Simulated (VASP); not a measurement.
# Ni (P6_3/mmc) in VASP: further runs

Runs on Ni. Level: PBEsol. Tasks: relaxation of cell and atoms, single point.

Everything below comes from runs of VASP 6.6.1. Logs are shortened: lines on timing, memory, paths and dates and some standing lists are left out, and cuts for length are marked.

### 1 The structure

The structure is hexagonal, space group P6_3/mmc (No. 194). Conventional cell: a = 2.489 Å, b = 2.489 Å, c = 4.064 Å, α = 90.00°, β = 90.00°, γ = 120.00°. Ni (site symmetry -6m2) is surrounded by 12 Ni at 2.49 Å.

This isn't the form of Ni at room conditions, which is fcc.

### 2 Relaxation of cell and atoms, PBEsol, collinear spin, ferromagnetic start

The input, INCAR:

```
PREC = Accurate
ENCUT = 600
EDIFF = 1E-7
ISMEAR = 0
SIGMA = 0.1
LREAL = False
LASPH = True
NELM = 100
ALGO = Normal
ISIF = 3
LWAVE = False
LCHARG = False
ISPIN = 2
MAGMOM = 1 1
LORBIT = 11
LMAXMIX = 4
GGA = PS
IBRION = 2
NSW = 90
EDIFFG = -0.005
```

The input, KPOINTS:

```
Automatic mesh
0
Gamma
  9 9 4
```

The input, POSCAR:

```
Ni
1.0
    2.4887455600      0.0000000000      0.0000000000
   -1.2443727800      2.1553168800      0.0000000000
    0.0000000000      0.0000000000      4.0641215000
Ni
2
Direct
    0.3333333300      0.6666666700      0.2500000000
    0.6666666700      0.3333333300      0.7500000000
```

Potentials or basis: VASP PAW PBE potentials, release 64 (Ni).

The run is started by

```bash
> cat potpaw_PBE.64/Ni/POTCAR > POTCAR
> mpirun -np 1 vasp_std > vasp.out
```

OUTCAR:

```text
PREC = Accurate
   ENCUT = 600
   EDIFF = 1E-7
   ISMEAR = 0
   LREAL = False
   LASPH = True
   NELM = 100
   ISIF = 3
   ISPIN = 2
   LORBIT = 11
   GGA = PS
   IBRION = 2
   NSW = 90
   EDIFFG = -0.005

 ion  position               nearest neighbor table
   1  0.333  0.667  0.250-   2 2.49   2 2.49   2 2.49   2 2.49   2 2.49   2 2.49
   2  0.667  0.333  0.750-   1 2.49   1 2.49   1 2.49   1 2.49   1 2.49   1 2.49

  LATTYP: Found a hexagonal cell.
 ALAT       =     2.4887455600
 C/A-ratio  =     1.6330000002

  Lattice vectors:

 A1 = (   2.4887455600,   0.0000000000,   0.0000000000)
 A2 = (  -1.2443727800,   2.1553168800,   0.0000000000)
 A3 = (   0.0000000000,   0.0000000000,   4.0641215000)

Analysis of symmetry for initial positions (statically):
=====================================================================
 Subroutine PRICEL returns:
 Original cell was already a primitive cell.

 Routine SETGRP: Setting up the symmetry group for a
 hexagonal supercell.

 Subroutine GETGRP returns: Found 24 space group operations
 (whereof 12 operations were pure point group operations)
 out of a pool of 24 trial point group operations.

The static configuration has the point symmetry D_3d.
 The point group associated with its full space group is D_6h.

Analysis of symmetry for dynamics (positions and initial velocities):
=====================================================================
 Subroutine PRICEL returns:
 Original cell was already a primitive cell.

 Routine SETGRP: Setting up the symmetry group for a
 hexagonal supercell.

 Subroutine GETGRP returns: Found 24 space group operations
 (whereof 12 operations were pure point group operations)
 out of a pool of 24 trial point group operations.

The dynamic configuration has the point symmetry D_3d.
 The point group associated with its full space group is D_6h.

Analysis of structural, dynamic, and magnetic symmetry:
=====================================================================
 Subroutine PRICEL returns:
 Original cell was already a primitive cell.

 Routine SETGRP: Setting up the symmetry group for a
 hexagonal supercell.

 Subroutine GETGRP returns: Found 24 space group operations
 (whereof 12 operations were pure point group operations)
 out of a pool of 24 trial point group operations.

The overall configuration has the point symmetry D_3d.
 The point group associated with its full space group is D_6h.

 Subroutine INISYM returns: Found 24 space group operations
 (whereof 12 operations are pure point group operations),
 and found     1 'primitive' translations

----------------------------------------------------------------------------------------

                                     Primitive cell

  volume of cell :      21.8001

  direct lattice vectors                    reciprocal lattice vectors
     2.488745560  0.000000000  0.000000000     0.401808853  0.231984450  0.000000000
    -1.244372780  2.155316880  0.000000000     0.000000000  0.463968899  0.000000000
     0.000000000  0.000000000  4.064121500     0.000000000  0.000000000  0.246055636

  length of vectors
     2.488745560  2.488745561  4.064121500     0.463968899  0.463968899  0.246055636

  position of ions in fractional coordinates (direct lattice)
     0.333333330  0.666666670  0.250000000
     0.666666670  0.333333330  0.750000000

  ion indices of the primitive-cell ions
   primitive index   ion index
                 1           1
                 2           2

----------------------------------------------------------------------------------------

 KPOINTS: Automatic mesh

Automatic generation of k-mesh.
 Grid dimensions read from file:
 generate k-points for:    9    9    4

 Generating k-lattice:

[... 44 lines left out ...]
   number of dos      NEDOS =    301   number of ions     NIONS =      2
   total plane-waves  NPLWV =  12800
   dimension x,y,z NGX =    20 NGY =   20 NGZ =   32
   dimension x,y,z NGXF=    40 NGYF=   40 NGZF=   64
   ions per type =               2
   NGX,Y,Z   is equivalent  to a cutoff of  13.36, 13.36, 13.09 a.u.
   NGXF,Y,Z  is equivalent  to a cutoff of  26.72, 26.72, 26.18 a.u.
 SYSTEM =  unknown system
   PREC   = accura    normal or accurate (medium, high low for compatibility)
   ISTART =      0    job   : 0-new  1-cont  2-samecut
   ICHARG =      2    charge: 1-file 2-atom 10-const
   ISPIN  =      2    spin polarized calculation?
   LNONCOLLINEAR =      F non collinear calculations
   LSORBIT =      F    spin-orbit coupling
   LASPH  =      T    aspherical Exc in radial PAW
   ENCUT  =  600.0 eV  44.10 Ry    6.64 a.u.   4.97  4.97  8.12*2*pi/ulx,y,z
   NELM   =    100;   NELMIN=  2; NELMDL= -5     # of ELM steps
   EDIFF  = 0.1E-06   stopping-criterion for ELM
   LREAL  =      F    real-space projection
   EDIFFG = -.5E-02   stopping-criterion for IOM
   NSW    =     90    number of steps for IOM
   IBRION =      2    ionic relax: 0-MD 1-quasi-New 2-CG
   NFREE  =      1    steps in history (QN), initial steepest desc. (CG)
   ISIF   =      3    stress and relaxation
   ISYM   =      2    0-nonsym 1-usesym 2-fastsym
   POTIM  = 0.5000    time-step for ionic-motion
   TEBEG  =    0.0;   TEEND  =   0.0 temperature during run
   PSTRESS=    0.0 pullay stress
   NELECT =      20.0000    total number of electrons
   NUPDOWN=      -1.0000    fix difference up-down
   EMIN   =  10.00;   EMAX   =-10.00  energy-range for DOS
   EFERMI =   0.00;   METHOD = LEGACY
   ISMEAR =     0;   SIGMA  =   0.10  broadening in eV -4-tet -1-fermi 0-gaus
   EFERMI_NEDOS =   21; number of points for ismear=-14 and -15
   IALGO  =     38    algorithm
   IMIX   =      4    mixing-type and parameters
     AMIX     =   0.40;   BMIX     =  1.00
     AMIX_MAG =   1.60;   BMIX_MAG =  1.00
  volume/ion in A,a.u.               =      10.90        73.56
  Fermi-wavevector in a.u.,A,eV,Ry     =   1.590738  3.006059 34.428838  2.530448
  Thomas-Fermi vector in A             =   2.689387
   LORBIT       =     11    0 simple, 1 ext, 2 COOP (PROOUT), +10 PAW based schemes
   GGA     = PS    functional components
   LHFCALC =     F    Hartree Fock is set to
   AEXX    =    0.0000 exact exchange contribution
   IVDW    =     0    specifies the selected vdW correction
   LEPSILON=     F    determine dielectric tensor
   LRPA    =     F    only Hartree local field effects (RPA)
 conjugate gradient relaxation of ions
 spin polarized calculation
 Gauss-broadening in eV      SIGMA  =   0.10
  energy-cutoff  :      600.00
  volume of cell :       21.80
 maximum number of plane-waves:       756
 NGX is ok and might be reduce to    20
   NGX =  9   NGY =  9   NGZ = 17

--------------------------------------- Ionic step        1  -------------------------------------------

 number of electron      20.0000004 magnetization       1.2231454

 Free energy of the ion-electron system (eV)
  ---------------------------------------------------
  ext. energy  EPLUGINS =         0.00000000
  ---------------------------------------------------
  free energy    TOTEN  =       -12.19452903 eV

  energy without entropy =      -12.17247119  energy(sigma->0) =      -12.18350011

------------------------ aborting loop because EDIFF is reached ----------------------------------------

  FORCE on cell =-STRESS in cart. coord.  units (eV):
  Direction    XX          YY          ZZ          XY          YZ          ZX
  --------------------------------------------------------------------------------------
  -------------------------------------------------------------------------------------
  Total       -1.4356721     -1.4356721     -1.0300840      0.0000000     -0.0000000      0.0000000
  in kB     -105.5133771   -105.5133772    -75.7050644      0.0000000     -0.0000000      0.0000000
  external PRESSURE =     -95.5772729 kB  Pullay stress =       0.0000000 kB
[... 23 lines left out ...]
--------------------------------------- Ionic step        2  -------------------------------------------

 number of electron      20.0000000 magnetization       1.1693277

 E-fermi :  10.6171     XC(G=0): -14.0005

 val. band max:       10.6118291542   @ k =   0.2222   0.2222   0.0000
 cond. band min:      10.6174714537   @ k =   0.3333   0.0000   0.5000
 fundamental gap:      0.0056422995
 Fermi energy:        10.6170706869

 spin component 1

 k-point     1 :       0.0000    0.0000    0.0000
  band No.  band energies     occupation
      1       0.8433      1.00000
      2       5.2011      1.00000
      3       7.9014      1.00000
      4       8.0340      1.00000
      5       8.0340      1.00000
      6       8.3396      1.00000
      7       8.3396      1.00000
      8       8.8373      1.00000
      9       8.8373      1.00000
     10       9.9037      1.00000
     11       9.9037      1.00000
     12       9.9462      1.00000
[... 918 lines left out ...]
  FREE ENERGIE OF THE ION-ELECTRON SYSTEM (eV)
  ---------------------------------------------------
  free  energy   TOTEN  =       -12.2272840573 eV

  energy  without entropy=      -12.2062628291  energy(sigma->0) =      -12.21677344

[... ionic steps 4 to 7 ...]

--------------------------------------- Ionic step        8  -------------------------------------------

 number of electron      19.9999996 magnetization       1.2042490

------------------------ aborting loop because EDIFF is reached ----------------------------------------
[... 67 lines left out ...]
--------------------------------------- Ionic step       10  -------------------------------------------

 number of electron      19.9999996 magnetization       1.2045852

 Free energy of the ion-electron system (eV)
  ---------------------------------------------------
  ext. energy  EPLUGINS =         0.00000000
  ---------------------------------------------------
  free energy    TOTEN  =       -12.22805151 eV

  energy without entropy =      -12.20792807  energy(sigma->0) =      -12.21798979

 E-fermi :   9.8791     XC(G=0): -13.7065

 val. band max:        9.8763357073   @ k =   0.1111   0.1111   0.5000
 cond. band min:       9.8817052185   @ k =   0.3333   0.1111   0.0000
 fundamental gap:      0.0053695112
 Fermi energy:         9.8791497317

 spin component 1

 k-point     1 :       0.0000    0.0000    0.0000
  band No.  band energies     occupation
      1       0.4620      1.00000
      2       4.7446      1.00000
      3       7.2829      1.00000
      4       7.4232      1.00000
      5       7.4232      1.00000
      6       7.7017      1.00000
      7       7.7017      1.00000
      8       8.1794      1.00000
      9       8.1794      1.00000
     10       9.1581      1.00000
     11       9.1581      1.00000
     12       9.2755      1.00000
[... 882 lines left out ...]
  FREE ENERGIE OF THE ION-ELECTRON SYSTEM (eV)
  ---------------------------------------------------
  free  energy   TOTEN  =       -12.2280515122 eV

  energy  without entropy=      -12.2079280661  energy(sigma->0) =      -12.21798979

 reached required accuracy - stopping structural energy minimisation

 total charge

# of ion       s       p       d       tot
------------------------------------------
    1        0.519   0.544   8.336   9.399
    2        0.519   0.544   8.336   9.399
--------------------------------------------------
tot          1.039   1.088  16.672  18.799

 magnetization (x)

# of ion       s       p       d       tot
------------------------------------------
    1       -0.004  -0.024   0.635   0.608
    2       -0.004  -0.024   0.635   0.608
--------------------------------------------------
tot         -0.008  -0.047   1.270   1.215
```

Wall time 99 s (1 thread of Intel Xeon Platinum 8488C (Sapphire Rapids), shared host); peak memory 0.16 GiB.

What came out:

```yaml
Free_energy: -12.2281 eV
Relaxed_volume: 10.40 Å³/atom
Relaxed_cell: a = 2.439 Å, b = 2.439 Å, c = 4.036 Å, α = 90.00°, β = 90.00°, γ = 120.00°
Space_group_after_relaxing_to_0.05_Å: P6_3/mmc (No. 194)
Energy_gained_by_relaxing: 16.8 meV/atom
Ionic_steps: 10
Pressure_after_relaxing: 0.0 GPa
Band_gap_on_the_k_mesh: none (metal or under the smearing width)
Net_moment: 1.20 μB per cell
Site_moments: Ni +0.61 μB
Valence_electrons_inside_the_program's_atomic_spheres: Ni 9.40
```

Step by step:
```csv
step,energy change (eV),largest force (eV/Å),pressure (GPa),volume (Å³)
1,0.0000,0.0000,-9.56,21.80
2,0.0023,0.0000,12.29,19.81
3,-0.0328,0.0000,0.07,20.78
4,-0.0328,0.0000,0.27,20.76
5,-0.0335,0.0000,0.21,20.77
6,-0.0335,0.0000,0.18,20.77
7,-0.0335,0.0000,0.19,20.77
8,-0.0335,0.0000,0.17,20.77
9,-0.0335,0.0000,-0.18,20.81
10,-0.0335,0.0000,-0.01,20.79
```

Final structure:
```
Ni
1.0
     2.43886    0.00000    0.00000
    -1.21943    2.11211    0.00000
     0.00000    0.00000    4.03629
Ni
2
Direct
  0.33333 0.66667 0.25000
  0.66667 0.33333 0.75000
```

Caveat: the k mesh is coarse (spacing up to 0.39 Å⁻¹), so the values aren't converged; the PAW data sets were made with another functional, which shifts forces and pressure a little.

### 3 Single point, PBEsol, collinear spin, ferromagnetic start

The input, INCAR:

```
SYSTEM = Ni
PREC = Accurate ; ENCUT = 520
EDIFF = 1E-6 ; ISMEAR = 0
SIGMA = 0.1 ; LREAL = .FALSE.
LASPH = .TRUE. ; NELM = 100
ALGO = Normal ; ISIF = 2
LWAVE = .FALSE. ; LCHARG = .FALSE.
ISPIN = 2 ; MAGMOM = 1 1
LORBIT = 11 ; LMAXMIX = 4
GGA = PS
```

The input, KPOINTS:

```
regular mesh
0
G
  21 21 10
  0 0 0
```

POSCAR is that of step 2.

Potentials or basis: VASP PAW PBE potentials, release 64 (Ni).

The run is started by

```bash
> cat potpaw_PBE.64/Ni/POTCAR > POTCAR
> mpirun -np 1 vasp_std > vasp.out
```

Wall time 94 s (1 thread of Intel Xeon Platinum 8488C (Sapphire Rapids), shared host); peak memory 0.25 GiB.

The run converged. Its results:

```
Free energy                                           : -12.1977 eV
Pressure                                              : -9.3 GPa
Band gap on the k mesh                                : none (metal or under the smearing width)
Net moment                                            : 1.28 μB per cell
Site moments                                          : Ni +0.65 μB
Valence electrons inside the program's atomic spheres : Ni 9.31
```

Stress tensor (GPa, compression positive):
```
-9.63  0.00  0.00
 0.00 -9.63  0.00
 0.00  0.00 -8.58
```

Levels at points of the mesh, in eV from the Fermi level:
Spin up:
```
           k point  band 7  band 8  band 9  band 10  band 11  band 12  band 13  band 14  band 15
(0.00, 0.00, 0.00)   -2.08   -1.69   -1.69    -0.74    -0.74    -0.37     5.61    22.50    24.25
(0.00, 0.00, 0.50)   -2.39   -2.39   -1.02    -1.02    -1.02    -1.02    14.34    14.34    23.22
```
Spin down:
```csv
k point,band 5,band 6,band 7,band 8,band 9,band 10,band 11,band 12,band 13,band 14
"(0.00, 0.00, 0.00)",-1.68,-1.39,-1.39,-1.00,-1.00,-0.40,-0.01,-0.01,6.01,22.40
"(0.00, 0.00, 0.50)",-1.73,-1.73,-1.73,-1.73,-0.30,-0.30,-0.30,-0.30,14.49,14.49
```

Caveat: the PAW data sets were made with another functional, which shifts forces and pressure a little.
